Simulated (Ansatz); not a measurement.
# ZnO (zincite) (P6_3mc) in Ansatz: a series of runs

Runs on ZnO (zincite). Level: PBEsol. Tasks: relaxation of cell and atoms.

All numbers are computed with Ansatz 0.2.0; they aren't measurements. Logs are shortened: lines on timing, memory, paths and dates and some standing lists are left out, and cuts for length are marked.

## 1. The structure

It takes space group P6_3mc (No. 186, hexagonal). The conventional cell has a = 3.249 Å, b = 3.249 Å, c = 5.206 Å, α = 90.00°, β = 90.00°, γ = 120.00°. Around Zn (site symmetry 3m) lie 4 O at 1.97 to 1.98 Å. O (site symmetry 3m) has 4 Zn at 1.97 to 1.98 Å as nearest neighbours.

## 2. Relaxation of cell and atoms, PBEsol

input.yaml

```yaml
crystal:
  lattice:
    - [3.249308, 0.0, 0.0]
    - [-1.624654, 2.8139832727, 0.0]
    - [0.0, 0.0, 5.205709]
  atoms:
    - { symbol: Zn, position: [0.6666666667, 0.3333333333, 0.0] }
    - { symbol: Zn, position: [0.3333333333, 0.6666666667, 0.5] }
    - { symbol: O, position: [0.3333333333, 0.6666666667, 0.87901] }
    - { symbol: O, position: [0.6666666667, 0.3333333333, 0.37901] }
kpoints:
  mp_grid: { grid: [9, 9, 5] }
scf:
  occupations: { method: fermi_dirac, width: 0.05 }
hamiltonian:
  xc: pbesol
  pseudopotentials: { kind: all_electron, lapw: { basis_error: 0.002 } }
output:
  forces: true
  stress: true
relax:
  f_tol: 0.005
  max_steps: 60
  cell: {}
```

Potentials or basis: all-electron LAPW, scalar-relativistic.

Launch:

```sh
ansatz run input.yaml --threads 2 --pin off --max-ram 8192MiB --backend cpu --events-out ev --progress --plain --runs-dir out
```

Output:

```text
Warning: RAYON_NUM_THREADS=2 ignored (pool sized by the plan → 2); use --threads N
The last accepted step is kept in <dir> (removed where the run ends without a failure and the disk answers)
LAPW: plane waves up to 10.546 Å⁻¹, error target 2.0e-3 eV per atom; small_component_spin mean_spin; O in spheres of 0.855 Å, 8 of its electrons in bands, Dirac shells []; Zn in spheres of 1.059 Å, 20 of its electrons in bands, Dirac shells [] (how accurate: hamiltonian.pseudopotentials.lapw.basis_error, Limitations)
Engine: ansatz 0.2.0, x86_64-unknown-linux-gnu
Pseudopotentials: kind: all_electron
Pseudopotential: Zn, LAPW, valence charge 20, lapw/all_electron/scalar/gaussian/Zn, Koelling and Harmon's equation, gaussian nucleus
Pseudopotential: O, LAPW, valence charge 8, lapw/all_electron/scalar/gaussian/O, Koelling and Harmon's equation, gaussian nucleus
Functional definition: PBEsol
  exchange = pbesol_x
  correlation = pbesol_c
Crystal: 4 atoms, lattice volume = 47.598 Å³
Basis set: ecut = 423.7508814785163 eV, 965 PW (Γ), exchange–correlation at level 2
Bands: 34, of which v1, the nominal top of the filled ones, is band 28 counted from 1 (27 counted from 0)
Symmetry: 12 space group operations
Space group: P63mc (ITA 186), of the structure as read, at distance tolerance 3.6e-5 Å
k-points: 36 of 405 (time reversal used)
Non-local potential: Zn, projectors of the file, none
Non-local potential: O, projectors of the file, none
Initial density: superposition of atomic densities (chi_scale 0.1, normalization cell, long waves kept (reshape's long-wave potential 0.00 eV rms))
Initial wavefunctions: plane waves of lowest kinetic energy (no species holds an atomic orbital)
Functional: x = pbesol(κ = 0.804, μ = 0.12345679012345678), c = pbesol(β = 0.046)
iter 1 solved again at ethr=1.26e-2 eV; its pass at ethr=1.00e-1 eV (dr2=7.04e0 eV) is discarded
SCF iter   1: F=—  HF=-101757.120395 eV  |F-HF|=—  |Δ(HF+E_count)|=         —  Δρ=1.10e-1  dr2=7.04e0  ethr=1.26e-2  ⟨swp⟩=2.0  Hψ=7824  notcnv=0
preconditioner: auto → Resta (q_TF=auto, 2.803 Å⁻¹)  ε∞=6.3  [insulator: Δε(μ)=1.500 eV  Ē_g=13.978 eV  σ=0.050 eV  W_gap=1.00  n_scr=22 (ndim 8)  ℏωp=32.3 eV  f_vac=0.041  D(μ)=0.00/eV (n_scr^D=0)  ε∞_Penn≈6.3]
iter 2 solved again at ethr=3.22e-4 eV; its pass at ethr=1.26e-2 eV (dr2=1.80e-1 eV) is discarded
SCF iter   2: F=—  HF=-101754.410644 eV  |F-HF|=—  |Δ(HF+E_count)|=    2.71e0  Δρ=2.38e-2  dr2=1.80e-1  ethr=3.22e-4  ⟨swp⟩=2.0  Hψ=6396  notcnv=0
SCF iter   3: F=—  HF=-101754.271002 eV  |F-HF|=—  |Δ(HF+E_count)|=   1.40e-1  Δρ=2.51e-2  dr2=4.13e-1  ethr=3.21e-4  ⟨swp⟩=3.0  Hψ=3835  notcnv=0
SCF iter   4: F=—  HF=-101754.290420 eV  |F-HF|=—  |Δ(HF+E_count)|=         —  Δρ=7.89e-3  dr2=3.72e-2  ethr=3.21e-4  ⟨swp⟩=2.8  Hψ=3768  notcnv=0
the basis was enlarged: its passes take 176.2 KiB over the memory plan, 2 of 2 planned eigensolver slots
SCF iter   5: F=—  HF=-101754.188658 eV  |F-HF|=—  |Δ(HF+E_count)|=   1.02e-1  Δρ=3.74e-3  dr2=4.18e-3  ethr=6.63e-5  ⟨swp⟩=2.9  Hψ=3796  notcnv=0
SCF iter   6: F=—  HF=-101754.181470 eV  |F-HF|=—  |Δ(HF+E_count)|=   7.19e-3  Δρ=6.80e-4  dr2=2.76e-4  ethr=7.47e-6  ⟨swp⟩=3.0  Hψ=3751  notcnv=0
SCF iter   7: F=—  HF=-101754.181675 eV  |F-HF|=—  |Δ(HF+E_count)|=   2.05e-4  Δρ=1.41e-4  dr2=1.27e-5  ethr=4.93e-7  ⟨swp⟩=3.0  Hψ=3641  notcnv=0
SCF iter   8: F=—  HF=-101754.181685 eV  |F-HF|=—  |Δ(HF+E_count)|=   9.84e-6  Δρ=4.41e-5  dr2=1.18e-6  ethr=2.26e-8  ⟨swp⟩=3.0  Hψ=3817  notcnv=0
SCF iter   9: F=-101754.181684 eV  HF=-101754.181684 eV  |F-HF|=2.21e-8  |Δ(HF+E_count)|=   2.35e-7  Δρ=8.91e-6  dr2=4.34e-8  ethr=2.11e-9  ⟨swp⟩=2.9  Hψ=3593  notcnv=0
SCF 1 converged in 9 iterations: F = -101754.181684 eV  dr2 = 4.34e-8
relax step   1: F+E_penalty+E_count = -101754.18168443 eV  Δ(F+E_penalty+E_count) = +0.000e0 eV  max|allowed force component| = 6.158e-2 eV/Å  Δτ_max = 0.0000 Å  P = -1.520 GPa  Ω = 47.598 Å³  (9 SCF iters, accepted)
Crystal: 4 atoms, lattice volume = 47.344 Å³
Basis set: ecut = 425.2703431988773 eV, 965 PW (Γ), exchange–correlation at level 2
Initial density: handed on by an earlier stage of this run
Initial wavefunctions: those handed on with the density
iter 1 solved again at ethr=7.29e-8 eV; its pass at ethr=1.00e-1 eV (dr2=4.08e-5 eV) is discarded
SCF iter   1: F=—  HF=-101754.184304 eV  |F-HF|=—  |Δ(HF+E_count)|=         —  Δρ=2.54e-4  dr2=3.29e-5  ethr=7.29e-8  ⟨swp⟩=4.9  Hψ=7564  notcnv=0
preconditioner: auto → Resta (q_TF=auto, 2.806 Å⁻¹)  ε∞=6.3  [insulator: Δε(μ)=0.720 eV  Ē_g=14.003 eV  σ=0.050 eV  W_gap=1.00  n_scr=22 (ndim 8)  ℏωp=32.4 eV  f_vac=0.119  D(μ)=0.00/eV (n_scr^D=0)  ε∞_Penn≈6.3]
SCF iter   2: F=—  HF=-101754.184297 eV  |F-HF|=—  |Δ(HF+E_count)|=   6.31e-6  Δρ=1.64e-4  dr2=1.44e-5  ethr=5.87e-8  ⟨swp⟩=2.0  Hψ=3493  notcnv=0
SCF iter   3: F=—  HF=-101754.184297 eV  |F-HF|=—  |Δ(HF+E_count)|=   2.28e-7  Δρ=6.02e-5  dr2=2.12e-6  ethr=2.58e-8  ⟨swp⟩=2.0  Hψ=3493  notcnv=0
SCF iter   4: F=—  HF=-101754.184296 eV  |F-HF|=—  |Δ(HF+E_count)|=   1.54e-6  Δρ=2.34e-5  dr2=2.89e-7  ethr=3.78e-9  ⟨swp⟩=3.0  Hψ=3562  notcnv=0
SCF iter   5: F=—  HF=-101754.184296 eV  |F-HF|=—  |Δ(HF+E_count)|=   5.89e-9  Δρ=1.77e-5  dr2=1.56e-7  ethr=5.16e-10  ⟨swp⟩=3.0  Hψ=3658  notcnv=0
iter 6 solved again at ethr=2.08e-11 eV; its pass at ethr=2.79e-10 eV (dr2=1.16e-8 eV) is discarded
SCF iter   6: F=-101754.184296 eV  HF=-101754.184296 eV  |F-HF|=7.92e-9  |Δ(HF+E_count)|=   4.87e-8  Δρ=4.80e-6  dr2=1.16e-8  ethr=2.08e-11  ⟨swp⟩=2.0  Hψ=6031  notcnv=0
SCF 2 converged in 6 iterations: F = -101754.184296 eV  dr2 = 1.16e-8
relax step   2: F+E_penalty+E_count = -101754.18429585 eV  Δ(F+E_penalty+E_count) = -2.611e-3 eV  max|allowed force component| = 4.270e-2 eV/Å  Δτ_max = 0.0010 Å  P = -0.770 GPa  Ω = 47.344 Å³  (6 SCF iters, accepted)
Crystal: 4 atoms, lattice volume = 47.082 Å³
Basis set: ecut = 426.84469695728586 eV, 965 PW (Γ), exchange–correlation at level 2
iter 1 solved again at ethr=7.56e-8 eV; its pass at ethr=1.00e-1 eV (dr2=4.23e-5 eV) is discarded
SCF iter   1: F=—  HF=-101754.185330 eV  |F-HF|=—  |Δ(HF+E_count)|=         —  Δρ=2.92e-4  dr2=4.21e-5  ethr=7.56e-8  ⟨swp⟩=4.7  Hψ=7576  notcnv=0
preconditioner: auto → Resta (q_TF=auto, 2.808 Å⁻¹)  ε∞=6.3  [insulator: Δε(μ)=0.721 eV  Ē_g=14.043 eV  σ=0.050 eV  W_gap=1.00  n_scr=22 (ndim 8)  ℏωp=32.5 eV  f_vac=0.118  D(μ)=0.00/eV (n_scr^D=0)  ε∞_Penn≈6.3]
SCF iter   2: F=—  HF=-101754.185320 eV  |F-HF|=—  |Δ(HF+E_count)|=   9.33e-6  Δρ=1.87e-4  dr2=1.82e-5  ethr=7.52e-8  ⟨swp⟩=2.0  Hψ=3493  notcnv=0
SCF iter   3: F=—  HF=-101754.185319 eV  |F-HF|=—  |Δ(HF+E_count)|=   8.33e-7  Δρ=6.23e-5  dr2=2.27e-6  ethr=3.25e-8  ⟨swp⟩=2.0  Hψ=3493  notcnv=0
SCF iter   4: F=—  HF=-101754.185318 eV  |F-HF|=—  |Δ(HF+E_count)|=   1.35e-6  Δρ=2.50e-5  dr2=3.32e-7  ethr=4.06e-9  ⟨swp⟩=3.0  Hψ=3555  notcnv=0
SCF iter   5: F=—  HF=-101754.185318 eV  |F-HF|=—  |Δ(HF+E_count)|=   6.28e-8  Δρ=1.88e-5  dr2=1.76e-7  ethr=5.94e-10  ⟨swp⟩=3.0  Hψ=3646  notcnv=0
iter 6 solved again at ethr=2.86e-11 eV; its pass at ethr=3.15e-10 eV (dr2=1.60e-8 eV) is discarded
SCF iter   6: F=-101754.185318 eV  HF=-101754.185318 eV  |F-HF|=1.01e-8  |Δ(HF+E_count)|=   5.18e-8  Δρ=5.70e-6  dr2=1.60e-8  ethr=2.86e-11  ⟨swp⟩=2.0  Hψ=6021  notcnv=0
SCF 3 converged in 6 iterations: F = -101754.185318 eV  dr2 = 1.60e-8
relax step   3: F+E_penalty+E_count = -101754.18531797 eV  Δ(F+E_penalty+E_count) = -1.022e-3 eV  max|allowed force component| = 1.004e-2 eV/Å  Δτ_max = 0.0006 Å  P = +0.023 GPa  Ω = 47.082 Å³  (6 SCF iters, accepted)
Crystal: 4 atoms, lattice volume = 47.084 Å³
Basis set: ecut = 426.831831708701 eV, 965 PW (Γ), exchange–correlation at level 2
iter 1 solved again at ethr=2.17e-7 eV; its pass at ethr=1.00e-1 eV (dr2=1.22e-4 eV) is discarded
SCF iter   1: F=—  HF=-101754.185345 eV  |F-HF|=—  |Δ(HF+E_count)|=         —  Δρ=1.41e-4  dr2=1.09e-5  ethr=2.17e-7  ⟨swp⟩=4.0  Hψ=6941  notcnv=0
preconditioner: auto → Resta (q_TF=auto, 2.808 Å⁻¹)  ε∞=6.3  [insulator: Δε(μ)=0.721 eV  Ē_g=14.041 eV  σ=0.050 eV  W_gap=1.00  n_scr=22 (ndim 8)  ℏωp=32.5 eV  f_vac=0.118  D(μ)=0.00/eV (n_scr^D=0)  ε∞_Penn≈6.3]
SCF iter   2: F=—  HF=-101754.185344 eV  |F-HF|=—  |Δ(HF+E_count)|=   1.44e-6  Δρ=9.06e-5  dr2=4.62e-6  ethr=1.94e-8  ⟨swp⟩=2.0  Hψ=3493  notcnv=0
iter 3 solved again at ethr=2.90e-10 eV; its pass at ethr=8.25e-9 eV (dr2=1.63e-7 eV) is discarded
SCF iter   3: F=—  HF=-101754.185343 eV  |F-HF|=—  |Δ(HF+E_count)|=   9.23e-7  Δρ=1.67e-5  dr2=1.62e-7  ethr=2.90e-10  ⟨swp⟩=2.0  Hψ=5997  notcnv=0
SCF iter   4: F=—  HF=-101754.185343 eV  |F-HF|=—  |Δ(HF+E_count)|=   1.57e-7  Δρ=8.64e-6  dr2=3.40e-8  ethr=2.89e-10  ⟨swp⟩=3.0  Hψ=3901  notcnv=0
SCF iter   5: F=-101754.185343 eV  HF=-101754.185343 eV  |F-HF|=5.84e-9  |Δ(HF+E_count)|=   1.70e-7  Δρ=3.94e-6  dr2=5.42e-9  ethr=6.07e-11  ⟨swp⟩=3.0  Hψ=4037  notcnv=0
SCF 4 converged in 5 iterations: F = -101754.185343 eV  dr2 = 5.42e-9
relax step   4: F+E_penalty+E_count = -101754.18534284 eV  Δ(F+E_penalty+E_count) = -2.487e-5 eV  max|allowed force component| = 2.669e-4 eV/Å  Δτ_max = 0.0016 Å  P = +0.017 GPa  Ω = 47.084 Å³  (5 SCF iters, accepted)
iter 1 solved again at ethr=1.57e-11 eV; its pass at ethr=1.00e-1 eV (dr2=8.81e-9 eV) is discarded
SCF iter   1: F=—  HF=-101754.185337 eV  |F-HF|=—  |Δ(HF+E_count)|=         —  Δρ=4.53e-6  dr2=5.55e-9  ethr=1.57e-11  ⟨swp⟩=4.6  Hψ=8307  notcnv=0  reapply=20
preconditioner: auto → Resta (q_TF=auto, 2.808 Å⁻¹)  ε∞=6.3  [insulator: Δε(μ)=0.721 eV  Ē_g=14.040 eV  σ=0.050 eV  W_gap=1.00  n_scr=22 (ndim 8)  ℏωp=32.5 eV  f_vac=0.118  D(μ)=0.00/eV (n_scr^D=0)  ε∞_Penn≈6.3]
SCF iter   2: F=-101754.185337 eV  HF=-101754.185337 eV  |F-HF|=4.89e-9  |Δ(HF+E_count)|=   4.78e-7  Δρ=2.83e-6  dr2=2.55e-9  ethr=1.17e-11 (applied; sched 9.92e-12)  ⟨swp⟩=3.0  Hψ=3766  notcnv=0
SCF 5 converged in 2 iterations: F = -101754.185337 eV  dr2 = 2.55e-9
relax step   5: F+E_penalty+E_count = -101754.18533710 eV  Δ(F+E_penalty+E_count) = +5.740e-6 eV  max|allowed force component| = 2.512e-4 eV/Å  Δτ_max = 0.0000 Å  P = +0.017 GPa  Ω = 47.084 Å³  stress off target by 3.46e-2 GPa  SCF on the basis re-selected at this cell (its energy is not comparable with the rows above)  (2 SCF iters)
basis re-selected at this cell: Δ(F+E_penalty+E_count) = +5.740e-6 eV, ΔP = -0.000 GPa vs the last step (what re-selecting the basis moved, after the strain that the cell walked since its last selection, with what the two solves' SCF thresholds leave and, on support functions, any second-order correction that the steps lacked; it is no measure of the basis error at this ecutwfc). This SCF's stress stands 3.46e-2 GPa from its target on what of the cell is left free (relax.cell.stress_tol is 5.00e-2 GPa) and its largest allowed force component is 2.51e-4 eV/Å (relax.f_tol is 5.00e-3 eV/Å): within both
SCF converged after 2 iterations
Free energy (F): -101754.185337 eV
Harris-Foulkes:  -101754.185337 eV  (|F-HF|=4.89e-9)
Internal energy: -101754.185330 eV  (E = F + TS)
E sigma→0 (E₀):  -101754.185334 eV
Entropy (-TS):   -0.000007 eV (-0.002 meV/atom)
Fermi energy:    9.497769 eV
--- Per-component energies (eV) ---
  E_band       = -3121.562420
  E_kinetic    = 103531.978890
  E_xc         = -4276.373295
  E_electrostatic = -201009.790924  (all electrons and nuclei)
  E_smearing   = -0.000007  (= −TS)
  E_closure    = 0.000000  (closes the sum)
  E_atoms      = -101734.703437  (free atoms, spherical and without spin; not in F)
  Σ components = -101754.185337   (vs F -101754.185337, Δ=0.00e0)
  Basis errors (estimates in eV, not in F): energy 8.8e-4 per atom: plane waves 8.1e-4 (4.9e-4 summed), levels above the bands 6.8e-77, relativity 1.7e-7, radial functions 7.1e-5, core shells 3.7e-9; eigenvalues (radial functions only) 6.2e-6; not estimated: angular momenta, meshes, grids; target (lapw.basis_error) 2.0e-3; muffin-tin radii O 0.852 Å, Zn 1.055 Å
--- Forces (eV/Å), atoms counted from 1 ---
  atom   1  Zn     0.00000000     0.00000000     0.00025167
  atom   2  Zn    -0.00000000    -0.00000000     0.00025167
  atom   3  O      0.00000000    -0.00000000    -0.00025063
  atom   4  O      0.00000000     0.00000000    -0.00025063
  max |Σ_I F_I| component: 2.09e-6 eV/Å
--- Stress (GPa, compression-positive) ---
        0.008366      -0.000000      -0.000000
       -0.000000       0.008366       0.000000
       -0.000000       0.000000       0.034575
  P = ⅓ Tr σ = 0.0171 GPa (0.171 kbar)
--- Relaxed structure (4 steps of the walk, 4 accepted, 1 SCFs on fresh bases) ---
  F+E_penalty+E_count = -101754.18533710 eV   max|allowed force component| = 2.512e-4 eV/Å   (the final SCF, on the basis selected at the relaxed cell)
  cell:  # Å, volume = 47.0840 Å³
    - [3.2296542953645426, 0.0, -5.036406056722162e-35]
    - [-1.6148271476822713, 2.7969626652272246, -2.4891248348320447e-19]
    - [-9.221502578298877e-35, -4.604739367313237e-19, 5.212310672741828]
  atoms:
    - { symbol: Zn, position: [0.6666666666666667, 0.33333333333333337, 4.396584970816065e-6] }
    - { symbol: Zn, position: [0.33333333333333337, 0.6666666666666667, 0.5000043965849709] }
    - { symbol: O, position: [0.33333333333333337, 0.6666666666666667, 0.879005603415029] }
    - { symbol: O, position: [0.6666666666666667, 0.33333333333333337, 0.3790056034150292] }
```

Wall time 33 s (2 threads of Intel Xeon 6975P-C (Granite Rapids), shared host); peak memory 0.42 GiB.

What came out:

| Property | Result |
| --- | --- |
| Free energy | -101754.1853 eV |
| Relaxed volume | 11.77 Å³/atom |
| Relaxed cell | a = 3.230 Å, b = 3.230 Å, c = 5.212 Å, α = 90.00°, β = 90.00°, γ = 120.00° |
| Space group after relaxing (to 0.05 Å) | P6_3mc (No. 186) |
| Energy gained by relaxing | 0.9 meV/atom |
| Ionic steps | 5 |
| Pressure after relaxing | 0.0 GPa |
| Band gap on the k mesh | 0.72 eV |

The path:
```tsv
step	energy change (eV)	largest force (eV/Å)	volume (Å³)
1	0.0000	0.0616	47.60
2	-0.0026	0.0427	47.34
3	-0.0036	0.0101	47.08
4	-0.0037	0.0003	47.08
5	-0.0037	0.0003	47.08
```

Final structure:
```
CELL_PARAMETERS angstrom
3.22965 0.00000 0.00000
-1.61483 2.79696 0.00000
0.00000 0.00000 5.21231
ATOMIC_POSITIONS crystal
Zn 0.66667 0.33333 0.00000
Zn 0.33333 0.66667 0.50000
O 0.33333 0.66667 0.87901
O 0.66667 0.33333 0.37901
```

Caveat: an odd mesh through Γ misses points on the zone boundary, where band edges often lie.

## 3. Relaxation of cell and atoms, PBEsol, target pressure 5 GPa, at which the enthalpy is minimised

input.yaml, as its differences from that of step 2:

```diff
@@ -23,2 +23,2 @@
   max_steps: 60
-  cell: {}
+  cell: { p_target: 5 }
```

Potentials or basis: all-electron LAPW, scalar-relativistic.

Launch:

```sh
ansatz run input.yaml --threads 2 --pin off --max-ram 8192MiB --backend cpu --events-out ev --progress --plain --runs-dir out
```

Run time: 32 s. Hardware: 2 threads of Intel Xeon 6975P-C (Granite Rapids), shared host; peak memory 0.43 GiB.

The run converged. Its results:

- Free energy: -101754.1628 eV
- Relaxed volume: 11.40 Å³/atom
- Relaxed cell: a = 3.195 Å, b = 3.195 Å, c = 5.158 Å, α = 90.00°, β = 90.00°, γ = 120.00°
- Space group after relaxing (to 0.05 Å): P6_3mc (No. 186)
- Energy change on relaxing (the enthalpy is what falls): +4.7 meV/atom
- Ionic steps: 5
- Pressure after relaxing: 5.0 GPa
- Band gap on the k mesh: 0.77 eV

Step by step:
```csv
step,energy change (eV),largest force (eV/Å),volume (Å³)
1,0.0000,0.0616,47.60
2,0.0003,0.0452,46.50
3,0.0212,0.0035,45.53
4,0.0189,0.0007,45.60
5,0.0189,0.0007,45.60
```

Final structure:
```yaml
crystal:
  lattice:
    - [3.19510, 0.00000, 0.00000]
    - [-1.59755, 2.76704, 0.00000]
    - [0.00000, 0.00000, 5.15832]
  atoms:
    - { symbol: Zn, position: [0.66667, 0.33333, 0.00009] }
    - { symbol: Zn, position: [0.33333, 0.66667, 0.50009] }
    - { symbol: O, position: [0.33333, 0.66667, 0.87892] }
    - { symbol: O, position: [0.66667, 0.33333, 0.37892] }
```

Caveat: an odd mesh through Γ misses points on the zone boundary, where band edges often lie.

## 4. Relaxation of cell and atoms, PBEsol, target pressure 10 GPa, at which the enthalpy is minimised

input.yaml, as its differences from that of step 3:

```diff
@@ -23,2 +23,2 @@
   max_steps: 60
-  cell: { p_target: 5 }
+  cell: { p_target: 10 }
```

Launch:

```sh
ansatz run input.yaml --threads 2 --pin off --max-ram 8192MiB --backend cpu --events-out ev --progress --plain --runs-dir out
```

It took 38 s on 2 threads of Intel Xeon 6975P-C (Granite Rapids), shared host; peak memory 0.43 GiB.

The run converged. Its results:

```yaml
Free_energy: -101754.1041 eV
Relaxed_volume: 11.08 Å³/atom
Relaxed_cell: a = 3.165 Å, b = 3.165 Å, c = 5.110 Å, α = 90.00°, β = 90.00°, γ = 120.00°
Space_group_after_relaxing_to_0.05_Å: P6_3mc (No. 186)
Energy_change_on_relaxing_the_enthalpy_is_what_falls: +19.4 meV/atom
Ionic_steps: 6
Pressure_after_relaxing: 10.0 GPa
Band_gap_on_the_k_mesh: 0.81 eV
```

The path:
```
step  energy change (eV)  largest force (eV/Å)  volume (Å³)
   1              0.0000                0.0616        47.60
   2              0.0177                0.0486        45.66
   3              0.0883                0.0027        44.17
   4              0.0775                0.0061        44.34
   5              0.0776                0.0002        44.34
   6              0.0776                0.0002        44.34
```

Final structure:
```cif
data_structure
_symmetry_space_group_name_H-M 'P 1'
_symmetry_Int_Tables_number 1
_cell_length_a 3.1653
_cell_length_b 3.1653
_cell_length_c 5.1102
_cell_angle_alpha 90.000
_cell_angle_beta 90.000
_cell_angle_gamma 120.000
_cell_volume 44.34
loop_
_atom_site_label
_atom_site_type_symbol
_atom_site_fract_x
_atom_site_fract_y
_atom_site_fract_z
_atom_site_occupancy
Zn1 Zn 0.66667 0.33333 0.00010 1
Zn2 Zn 0.33333 0.66667 0.50010 1
O1 O 0.33333 0.66667 0.87891 1
O2 O 0.66667 0.33333 0.37891 1
```

Caveat: an odd mesh through Γ misses points on the zone boundary, where band edges often lie. PBEsol gaps usually lie below the measured ones, often by a third to a half.

## 5. The runs side by side

| cell | gap on the mesh (eV) | pressure (GPa) |
| --- | --- | --- |
| relaxed | 0.72 | 0.0 |
| relaxed to 5 GPa | 0.77 | 5.0 |
| relaxed to 10 GPa | 0.81 | 10.0 |

Alike in all rows: task relaxation of cell and atoms; level PBEsol; potentials or basis all-electron LAPW, scalar-relativistic; no spin polarisation; k mesh 9 × 9 × 5; smearing fermi-dirac 0.05 eV; basis error allowed 0.002 eV/atom.

Caveats: an odd mesh through Γ misses points on the zone boundary, where band edges often lie.

Compare energies only between runs with the same functional and basis.
